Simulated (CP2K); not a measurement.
The system is PbSe (Clausthalite).

```xyz
2
Lattice="4.3284 0.0000 0.0000 2.1642 3.7485 0.0000 2.1642 1.2495 3.5341" Properties=species:S:1:pos:R:3 pbc="T T T"
Pb    0.0000    0.0000    0.0000
Se    4.3284    2.4990    1.7671
```

Base run:

- Program: CP2K 2026.2
- Functional: RPBE
- Potentials or basis: POTENTIAL_UZH Pb GTH-PBE-q4, Se GTH-PBE-q6; TZVP-MOLOPT-PBE-GTH basis
- Density cutoff: 6123 eV
- k mesh: 8 × 8 × 8
- Occupations: fermi-dirac, width 0.05 eV
- Spin: no spin polarisation

Its results: band gap on the k mesh 0.20 eV, direct; pressure 3.6 GPa.

The run is repeated on the same cell with these changes: functional from RPBE to PBE; occupations from fermi-dirac, width 0.05 eV to gaussian, width 0.011 eV. What comes out?

Band gap on the k mesh 0.14 eV, direct; pressure 3.0 GPa.

Caveats: spin-orbit coupling is left out, which as a rule narrows the gap of such compounds by several tenths of an eV; the basis of atomic orbitals isn't converged, which shifts pressures, moduli and gaps; the potentials were made for another functional, which shifts forces and pressure (some runs).

Not every run made on this cell is shown here.
